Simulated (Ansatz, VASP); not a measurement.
# InAs: VASP beside Ansatz, part 2 of 3

One calculation is typed for both programs; each brings its own data sets. How far apart do they land? The structure shown is the end of the Ansatz relaxation below.

VASP 6.6.1 and Ansatz 0.2.0.

So far: Starting point; Ansatz: relaxation, r2SCAN.

### 3. VASP: single point, r2SCAN

Level of this step: r2SCAN; plane waves and PAW (As, In_d) (VASP).

The same cell, functional, mesh and smearing now go to VASP, with its own data sets.

Lines of VASP's logs that name or quote its potential files are left out, and so is its time.

INCAR

```
SYSTEM = InAs
PREC = Accurate
ENCUT = 550
EDIFF = 1E-06
NELM = 120
ISMEAR = 0
SIGMA = 0.01
LREAL = .FALSE.
ALGO = Normal
METAGGA = R2SCAN
LASPH = .TRUE.
NBANDS = 15
LORBIT = 11
LWAVE = .FALSE.
LCHARG = .FALSE.
ISIF = 2
ISYM = 2
GGA_COMPAT = .FALSE.
EFERMI = MIDGAP
LMIXTAU = .TRUE.
KPAR = 2
```

POSCAR

```
InAs
1.0
    0.0000000000      3.1458337411      2.9518508994
    3.1458337411      0.0000000000      2.9518508994
    3.1458337411      3.1458337411      0.0000000000
As In
1 1
Direct
    0.7499973172      0.7499973172      0.7499849325
    0.0000026828      0.0000026828      0.0000150675
```

KPOINTS

```
Points of the shifted mesh
1728
Reciprocal
 0.0416666667  0.0416666667  0.0416666667 1
 0.0416666667  0.0416666667  0.1250000000 1
 0.0416666667  0.0416666667  0.2083333333 1
 0.0416666667  0.0416666667  0.2916666667 1
 0.0416666667  0.0416666667  0.3750000000 1
 0.0416666667  0.0416666667  0.4583333333 1
 0.0416666667  0.0416666667  0.5416666667 1
 0.0416666667  0.0416666667  0.6250000000 1
 0.0416666667  0.0416666667  0.7083333333 1
 0.0416666667  0.0416666667  0.7916666667 1
 0.0416666667  0.0416666667  0.8750000000 1
 0.0416666667  0.0416666667  0.9583333333 1
 0.0416666667  0.1250000000  0.0416666667 1
 0.0416666667  0.1250000000  0.1250000000 1
 0.0416666667  0.1250000000  0.2083333333 1
 0.0416666667  0.1250000000  0.2916666667 1
 0.0416666667  0.1250000000  0.3750000000 1
 0.0416666667  0.1250000000  0.4583333333 1
 0.0416666667  0.1250000000  0.5416666667 1
 0.0416666667  0.1250000000  0.6250000000 1
 0.0416666667  0.1250000000  0.7083333333 1
 0.0416666667  0.1250000000  0.7916666667 1
 0.0416666667  0.1250000000  0.8750000000 1
 0.0416666667  0.1250000000  0.9583333333 1
 0.0416666667  0.2083333333  0.0416666667 1
 0.0416666667  0.2083333333  0.1250000000 1
 0.0416666667  0.2083333333  0.2083333333 1
 0.0416666667  0.2083333333  0.2916666667 1
 0.0416666667  0.2083333333  0.3750000000 1
 0.0416666667  0.2083333333  0.4583333333 1
 0.0416666667  0.2083333333  0.5416666667 1
 0.0416666667  0.2083333333  0.6250000000 1
 0.0416666667  0.2083333333  0.7083333333 1
 0.0416666667  0.2083333333  0.7916666667 1
 0.0416666667  0.2083333333  0.8750000000 1
 0.0416666667  0.2083333333  0.9583333333 1
 0.0416666667  0.2916666667  0.0416666667 1
 0.0416666667  0.2916666667  0.1250000000 1
 0.0416666667  0.2916666667  0.2083333333 1
 0.0416666667  0.2916666667  0.2916666667 1
 0.0416666667  0.2916666667  0.3750000000 1
 0.0416666667  0.2916666667  0.4583333333 1
 0.0416666667  0.2916666667  0.5416666667 1
 0.0416666667  0.2916666667  0.6250000000 1
 0.0416666667  0.2916666667  0.7083333333 1
 0.0416666667  0.2916666667  0.7916666667 1
 0.0416666667  0.2916666667  0.8750000000 1
 0.0416666667  0.2916666667  0.9583333333 1
 0.0416666667  0.3750000000  0.0416666667 1
 0.0416666667  0.3750000000  0.1250000000 1
 0.0416666667  0.3750000000  0.2083333333 1
 0.0416666667  0.3750000000  0.2916666667 1
 0.0416666667  0.3750000000  0.3750000000 1
 0.0416666667  0.3750000000  0.4583333333 1
 0.0416666667  0.3750000000  0.5416666667 1
 0.0416666667  0.3750000000  0.6250000000 1
 0.0416666667  0.3750000000  0.7083333333 1
 0.0416666667  0.3750000000  0.7916666667 1
 0.0416666667  0.3750000000  0.8750000000 1
 0.0416666667  0.3750000000  0.9583333333 1
 0.0416666667  0.4583333333  0.0416666667 1
 0.0416666667  0.4583333333  0.1250000000 1
 0.0416666667  0.4583333333  0.2083333333 1
 0.0416666667  0.4583333333  0.2916666667 1
 0.0416666667  0.4583333333  0.3750000000 1
 0.0416666667  0.4583333333  0.4583333333 1
 0.0416666667  0.4583333333  0.5416666667 1
 0.0416666667  0.4583333333  0.6250000000 1
 0.0416666667  0.4583333333  0.7083333333 1
 0.0416666667  0.4583333333  0.7916666667 1
 0.0416666667  0.4583333333  0.8750000000 1
 0.0416666667  0.4583333333  0.9583333333 1
 0.0416666667  0.5416666667  0.0416666667 1
 0.0416666667  0.5416666667  0.1250000000 1
 0.0416666667  0.5416666667  0.2083333333 1
 0.0416666667  0.5416666667  0.2916666667 1
 0.0416666667  0.5416666667  0.3750000000 1
 0.0416666667  0.5416666667  0.4583333333 1
 0.0416666667  0.5416666667  0.5416666667 1
 0.0416666667  0.5416666667  0.6250000000 1
 0.0416666667  0.5416666667  0.7083333333 1
 0.0416666667  0.5416666667  0.7916666667 1
 0.0416666667  0.5416666667  0.8750000000 1
 0.0416666667  0.5416666667  0.9583333333 1
 0.0416666667  0.6250000000  0.0416666667 1
 0.0416666667  0.6250000000  0.1250000000 1
 0.0416666667  0.6250000000  0.2083333333 1
 0.0416666667  0.6250000000  0.2916666667 1
 0.0416666667  0.6250000000  0.3750000000 1
 0.0416666667  0.6250000000  0.4583333333 1
 0.0416666667  0.6250000000  0.5416666667 1
 0.0416666667  0.6250000000  0.6250000000 1
 0.0416666667  0.6250000000  0.7083333333 1
 0.0416666667  0.6250000000  0.7916666667 1
 0.0416666667  0.6250000000  0.8750000000 1
 0.0416666667  0.6250000000  0.9583333333 1
 0.0416666667  0.7083333333  0.0416666667 1
 0.0416666667  0.7083333333  0.1250000000 1
 0.0416666667  0.7083333333  0.2083333333 1
 0.0416666667  0.7083333333  0.2916666667 1
 0.0416666667  0.7083333333  0.3750000000 1
 0.0416666667  0.7083333333  0.4583333333 1
 0.0416666667  0.7083333333  0.5416666667 1
 0.0416666667  0.7083333333  0.6250000000 1
 0.0416666667  0.7083333333  0.7083333333 1
 0.0416666667  0.7083333333  0.7916666667 1
 0.0416666667  0.7083333333  0.8750000000 1
 0.0416666667  0.7083333333  0.9583333333 1
 0.0416666667  0.7916666667  0.0416666667 1
 0.0416666667  0.7916666667  0.1250000000 1
 0.0416666667  0.7916666667  0.2083333333 1
 0.0416666667  0.7916666667  0.2916666667 1
[... 1390 lines left out ...]
 0.8750000000  0.4583333333  0.1250000000 1
 0.8750000000  0.4583333333  0.2083333333 1
 0.8750000000  0.4583333333  0.2916666667 1
 0.8750000000  0.4583333333  0.3750000000 1
 0.8750000000  0.4583333333  0.4583333333 1
 0.8750000000  0.4583333333  0.5416666667 1
 0.8750000000  0.4583333333  0.6250000000 1
 0.8750000000  0.4583333333  0.7083333333 1
 0.8750000000  0.4583333333  0.7916666667 1
 0.8750000000  0.4583333333  0.8750000000 1
 0.8750000000  0.4583333333  0.9583333333 1
 0.8750000000  0.5416666667  0.0416666667 1
 0.8750000000  0.5416666667  0.1250000000 1
 0.8750000000  0.5416666667  0.2083333333 1
 0.8750000000  0.5416666667  0.2916666667 1
 0.8750000000  0.5416666667  0.3750000000 1
 0.8750000000  0.5416666667  0.4583333333 1
 0.8750000000  0.5416666667  0.5416666667 1
 0.8750000000  0.5416666667  0.6250000000 1
 0.8750000000  0.5416666667  0.7083333333 1
 0.8750000000  0.5416666667  0.7916666667 1
 0.8750000000  0.5416666667  0.8750000000 1
 0.8750000000  0.5416666667  0.9583333333 1
 0.8750000000  0.6250000000  0.0416666667 1
 0.8750000000  0.6250000000  0.1250000000 1
 0.8750000000  0.6250000000  0.2083333333 1
 0.8750000000  0.6250000000  0.2916666667 1
 0.8750000000  0.6250000000  0.3750000000 1
 0.8750000000  0.6250000000  0.4583333333 1
 0.8750000000  0.6250000000  0.5416666667 1
 0.8750000000  0.6250000000  0.6250000000 1
 0.8750000000  0.6250000000  0.7083333333 1
 0.8750000000  0.6250000000  0.7916666667 1
 0.8750000000  0.6250000000  0.8750000000 1
 0.8750000000  0.6250000000  0.9583333333 1
 0.8750000000  0.7083333333  0.0416666667 1
 0.8750000000  0.7083333333  0.1250000000 1
 0.8750000000  0.7083333333  0.2083333333 1
 0.8750000000  0.7083333333  0.2916666667 1
 0.8750000000  0.7083333333  0.3750000000 1
 0.8750000000  0.7083333333  0.4583333333 1
 0.8750000000  0.7083333333  0.5416666667 1
 0.8750000000  0.7083333333  0.6250000000 1
 0.8750000000  0.7083333333  0.7083333333 1
 0.8750000000  0.7083333333  0.7916666667 1
 0.8750000000  0.7083333333  0.8750000000 1
 0.8750000000  0.7083333333  0.9583333333 1
 0.8750000000  0.7916666667  0.0416666667 1
 0.8750000000  0.7916666667  0.1250000000 1
 0.8750000000  0.7916666667  0.2083333333 1
 0.8750000000  0.7916666667  0.2916666667 1
 0.8750000000  0.7916666667  0.3750000000 1
 0.8750000000  0.7916666667  0.4583333333 1
 0.8750000000  0.7916666667  0.5416666667 1
 0.8750000000  0.7916666667  0.6250000000 1
 0.8750000000  0.7916666667  0.7083333333 1
 0.8750000000  0.7916666667  0.7916666667 1
 0.8750000000  0.7916666667  0.8750000000 1
 0.8750000000  0.7916666667  0.9583333333 1
 0.8750000000  0.8750000000  0.0416666667 1
 0.8750000000  0.8750000000  0.1250000000 1
 0.8750000000  0.8750000000  0.2083333333 1
 0.8750000000  0.8750000000  0.2916666667 1
 0.8750000000  0.8750000000  0.3750000000 1
 0.8750000000  0.8750000000  0.4583333333 1
 0.8750000000  0.8750000000  0.5416666667 1
 0.8750000000  0.8750000000  0.6250000000 1
 0.8750000000  0.8750000000  0.7083333333 1
 0.8750000000  0.8750000000  0.7916666667 1
 0.8750000000  0.8750000000  0.8750000000 1
 0.8750000000  0.8750000000  0.9583333333 1
 0.8750000000  0.9583333333  0.0416666667 1
 0.8750000000  0.9583333333  0.1250000000 1
 0.8750000000  0.9583333333  0.2083333333 1
 0.8750000000  0.9583333333  0.2916666667 1
 0.8750000000  0.9583333333  0.3750000000 1
 0.8750000000  0.9583333333  0.4583333333 1
 0.8750000000  0.9583333333  0.5416666667 1
 0.8750000000  0.9583333333  0.6250000000 1
 0.8750000000  0.9583333333  0.7083333333 1
 0.8750000000  0.9583333333  0.7916666667 1
 0.8750000000  0.9583333333  0.8750000000 1
 0.8750000000  0.9583333333  0.9583333333 1
 0.9583333333  0.0416666667  0.0416666667 1
 0.9583333333  0.0416666667  0.1250000000 1
 0.9583333333  0.0416666667  0.2083333333 1
 0.9583333333  0.0416666667  0.2916666667 1
 0.9583333333  0.0416666667  0.3750000000 1
 0.9583333333  0.0416666667  0.4583333333 1
 0.9583333333  0.0416666667  0.5416666667 1
 0.9583333333  0.0416666667  0.6250000000 1
 0.9583333333  0.0416666667  0.7083333333 1
 0.9583333333  0.0416666667  0.7916666667 1
 0.9583333333  0.0416666667  0.8750000000 1
 0.9583333333  0.0416666667  0.9583333333 1
 0.9583333333  0.1250000000  0.0416666667 1
 0.9583333333  0.1250000000  0.1250000000 1
 0.9583333333  0.1250000000  0.2083333333 1
 0.9583333333  0.1250000000  0.2916666667 1
 0.9583333333  0.1250000000  0.3750000000 1
 0.9583333333  0.1250000000  0.4583333333 1
 0.9583333333  0.1250000000  0.5416666667 1
 0.9583333333  0.1250000000  0.6250000000 1
 0.9583333333  0.1250000000  0.7083333333 1
 0.9583333333  0.1250000000  0.7916666667 1
 0.9583333333  0.1250000000  0.8750000000 1
 0.9583333333  0.1250000000  0.9583333333 1
 0.9583333333  0.2083333333  0.0416666667 1
 0.9583333333  0.2083333333  0.1250000000 1
 0.9583333333  0.2083333333  0.2083333333 1
 0.9583333333  0.2083333333  0.2916666667 1
 0.9583333333  0.2083333333  0.3750000000 1
 0.9583333333  0.2083333333  0.4583333333 1
 0.9583333333  0.2083333333  0.5416666667 1
 0.9583333333  0.2083333333  0.6250000000 1
 0.9583333333  0.2083333333  0.7083333333 1
 0.9583333333  0.2083333333  0.7916666667 1
 0.9583333333  0.2083333333  0.8750000000 1
 0.9583333333  0.2083333333  0.9583333333 1
 0.9583333333  0.2916666667  0.0416666667 1
 0.9583333333  0.2916666667  0.1250000000 1
 0.9583333333  0.2916666667  0.2083333333 1
 0.9583333333  0.2916666667  0.2916666667 1
 0.9583333333  0.2916666667  0.3750000000 1
 0.9583333333  0.2916666667  0.4583333333 1
 0.9583333333  0.2916666667  0.5416666667 1
 0.9583333333  0.2916666667  0.6250000000 1
 0.9583333333  0.2916666667  0.7083333333 1
 0.9583333333  0.2916666667  0.7916666667 1
 0.9583333333  0.2916666667  0.8750000000 1
 0.9583333333  0.2916666667  0.9583333333 1
 0.9583333333  0.3750000000  0.0416666667 1
 0.9583333333  0.3750000000  0.1250000000 1
 0.9583333333  0.3750000000  0.2083333333 1
 0.9583333333  0.3750000000  0.2916666667 1
 0.9583333333  0.3750000000  0.3750000000 1
 0.9583333333  0.3750000000  0.4583333333 1
 0.9583333333  0.3750000000  0.5416666667 1
 0.9583333333  0.3750000000  0.6250000000 1
 0.9583333333  0.3750000000  0.7083333333 1
 0.9583333333  0.3750000000  0.7916666667 1
 0.9583333333  0.3750000000  0.8750000000 1
 0.9583333333  0.3750000000  0.9583333333 1
 0.9583333333  0.4583333333  0.0416666667 1
 0.9583333333  0.4583333333  0.1250000000 1
 0.9583333333  0.4583333333  0.2083333333 1
 0.9583333333  0.4583333333  0.2916666667 1
 0.9583333333  0.4583333333  0.3750000000 1
 0.9583333333  0.4583333333  0.4583333333 1
 0.9583333333  0.4583333333  0.5416666667 1
 0.9583333333  0.4583333333  0.6250000000 1
 0.9583333333  0.4583333333  0.7083333333 1
 0.9583333333  0.4583333333  0.7916666667 1
 0.9583333333  0.4583333333  0.8750000000 1
 0.9583333333  0.4583333333  0.9583333333 1
 0.9583333333  0.5416666667  0.0416666667 1
 0.9583333333  0.5416666667  0.1250000000 1
 0.9583333333  0.5416666667  0.2083333333 1
 0.9583333333  0.5416666667  0.2916666667 1
 0.9583333333  0.5416666667  0.3750000000 1
 0.9583333333  0.5416666667  0.4583333333 1
 0.9583333333  0.5416666667  0.5416666667 1
 0.9583333333  0.5416666667  0.6250000000 1
 0.9583333333  0.5416666667  0.7083333333 1
 0.9583333333  0.5416666667  0.7916666667 1
 0.9583333333  0.5416666667  0.8750000000 1
 0.9583333333  0.5416666667  0.9583333333 1
 0.9583333333  0.6250000000  0.0416666667 1
 0.9583333333  0.6250000000  0.1250000000 1
 0.9583333333  0.6250000000  0.2083333333 1
 0.9583333333  0.6250000000  0.2916666667 1
 0.9583333333  0.6250000000  0.3750000000 1
 0.9583333333  0.6250000000  0.4583333333 1
 0.9583333333  0.6250000000  0.5416666667 1
 0.9583333333  0.6250000000  0.6250000000 1
 0.9583333333  0.6250000000  0.7083333333 1
 0.9583333333  0.6250000000  0.7916666667 1
 0.9583333333  0.6250000000  0.8750000000 1
 0.9583333333  0.6250000000  0.9583333333 1
 0.9583333333  0.7083333333  0.0416666667 1
 0.9583333333  0.7083333333  0.1250000000 1
 0.9583333333  0.7083333333  0.2083333333 1
 0.9583333333  0.7083333333  0.2916666667 1
 0.9583333333  0.7083333333  0.3750000000 1
 0.9583333333  0.7083333333  0.4583333333 1
 0.9583333333  0.7083333333  0.5416666667 1
 0.9583333333  0.7083333333  0.6250000000 1
 0.9583333333  0.7083333333  0.7083333333 1
 0.9583333333  0.7083333333  0.7916666667 1
 0.9583333333  0.7083333333  0.8750000000 1
 0.9583333333  0.7083333333  0.9583333333 1
 0.9583333333  0.7916666667  0.0416666667 1
 0.9583333333  0.7916666667  0.1250000000 1
 0.9583333333  0.7916666667  0.2083333333 1
 0.9583333333  0.7916666667  0.2916666667 1
 0.9583333333  0.7916666667  0.3750000000 1
 0.9583333333  0.7916666667  0.4583333333 1
 0.9583333333  0.7916666667  0.5416666667 1
 0.9583333333  0.7916666667  0.6250000000 1
 0.9583333333  0.7916666667  0.7083333333 1
 0.9583333333  0.7916666667  0.7916666667 1
 0.9583333333  0.7916666667  0.8750000000 1
 0.9583333333  0.7916666667  0.9583333333 1
 0.9583333333  0.8750000000  0.0416666667 1
 0.9583333333  0.8750000000  0.1250000000 1
 0.9583333333  0.8750000000  0.2083333333 1
 0.9583333333  0.8750000000  0.2916666667 1
 0.9583333333  0.8750000000  0.3750000000 1
 0.9583333333  0.8750000000  0.4583333333 1
 0.9583333333  0.8750000000  0.5416666667 1
 0.9583333333  0.8750000000  0.6250000000 1
 0.9583333333  0.8750000000  0.7083333333 1
 0.9583333333  0.8750000000  0.7916666667 1
 0.9583333333  0.8750000000  0.8750000000 1
 0.9583333333  0.8750000000  0.9583333333 1
 0.9583333333  0.9583333333  0.0416666667 1
 0.9583333333  0.9583333333  0.1250000000 1
 0.9583333333  0.9583333333  0.2083333333 1
 0.9583333333  0.9583333333  0.2916666667 1
 0.9583333333  0.9583333333  0.3750000000 1
 0.9583333333  0.9583333333  0.4583333333 1
 0.9583333333  0.9583333333  0.5416666667 1
 0.9583333333  0.9583333333  0.6250000000 1
 0.9583333333  0.9583333333  0.7083333333 1
 0.9583333333  0.9583333333  0.7916666667 1
 0.9583333333  0.9583333333  0.8750000000 1
 0.9583333333  0.9583333333  0.9583333333 1
```

The projector-augmented-wave data sets are As and In_d (PBE family, release 64).

Run with:

```console
$ mpirun -np 2 vasp_std
```

Log:

```text
[banner, memory and clock lines left out]
running    2 mpi-ranks, on    1 nodes
 distrk:  each k-point on    1 cores,    2 groups
 distr:  one band on    1 cores,    1 groups

 POSCAR found type information on POSCAR AsIn
 POSCAR found :  2 types and       2 ions
|                                                                             |
|               ----> ADVICE to this user running VASP <----                  |
|                                                                             |
|     You enforced a specific xc type in the INCAR file but a different       |
|     [... a line on the potential file left out ...]
|     I HOPE YOU KNOW WHAT YOU ARE DOING!                                     |
|                                                                             |

 LDA part: xc-table for (None), standard interpolation
 POSCAR, INCAR and KPOINTS ok, starting setup
 FFT: planning ... GRIDC
 FFT: planning ... GRID_SOFT
 FFT: planning ... GRID
 WAVECAR not read
 entering main loop
       N       E                     dE             d eps       ncg     rms          rms(c)
DAV:   1     0.854924023866E+02    0.85492E+02   -0.87890E+03 51945   0.136E+03
DAV:   2    -0.329966860365E+02   -0.11849E+03   -0.11405E+03 56159   0.316E+02
DAV:   3    -0.412172326094E+02   -0.82205E+01   -0.81652E+01 66715   0.836E+01
DAV:   4    -0.414405767997E+02   -0.22334E+00   -0.22326E+00 65277   0.152E+01
DAV:   5    -0.414509083282E+02   -0.10332E-01   -0.10331E-01 78744   0.270E+00    0.564E+00
DAV:   6    -0.380026906746E+02    0.34482E+01   -0.20103E+00 63691   0.314E+01    0.296E+00
DAV:   7    -0.379875834032E+02    0.15107E-01   -0.62639E-01 55536   0.108E+01    0.142E+00
DAV:   8    -0.379976336826E+02   -0.10050E-01   -0.37905E-01 51966   0.694E+00    0.108E+00
DAV:   9    -0.379830887033E+02    0.14545E-01   -0.22106E-02 67380   0.162E+00    0.855E-01
DAV:  10    -0.380160086989E+02   -0.32920E-01   -0.28769E-02 58069   0.195E+00    0.413E-01
DAV:  11    -0.380401639773E+02   -0.24155E-01   -0.22321E-02 53205   0.151E+00    0.245E-01
DAV:  12    -0.380382090018E+02    0.19550E-02   -0.25833E-03 53352   0.578E-01    0.224E-01
DAV:  13    -0.380377403912E+02    0.46861E-03   -0.15255E-03 59001   0.538E-01    0.865E-02
DAV:  14    -0.380394041151E+02   -0.16637E-02   -0.91884E-04 56033   0.265E-01    0.367E-02
DAV:  15    -0.380397109747E+02   -0.30686E-03   -0.12207E-04 68668   0.114E-01    0.272E-02
DAV:  16    -0.380396463368E+02    0.64638E-04   -0.10763E-05 58583   0.354E-02    0.220E-02
DAV:  17    -0.380397419369E+02   -0.95600E-04   -0.57871E-05 52486   0.101E-01    0.968E-03
DAV:  18    -0.380397707946E+02   -0.28858E-04   -0.39851E-05 54899   0.581E-02    0.208E-03
DAV:  19    -0.380397704840E+02    0.31060E-06   -0.35729E-06 72581   0.153E-02
   1 F= -.38039770E+02 E0= -.38039770E+02  d E =0.000000E+00
```

(Continued in part 3 of 3.)

[Lines on the potential files, build, host, timing and source positions are cut from VASP's logs without a mark.]

[Logs are printed without paths, hosts, clocks, repeated set-up lines and the standing remarks that a program may print on its own settings, such as how far it seeks lower states.]

[Hosts, paths, dates, database ids (printed as entryN), source tags and the programs' standing remarks are cut or masked in the printed files.]
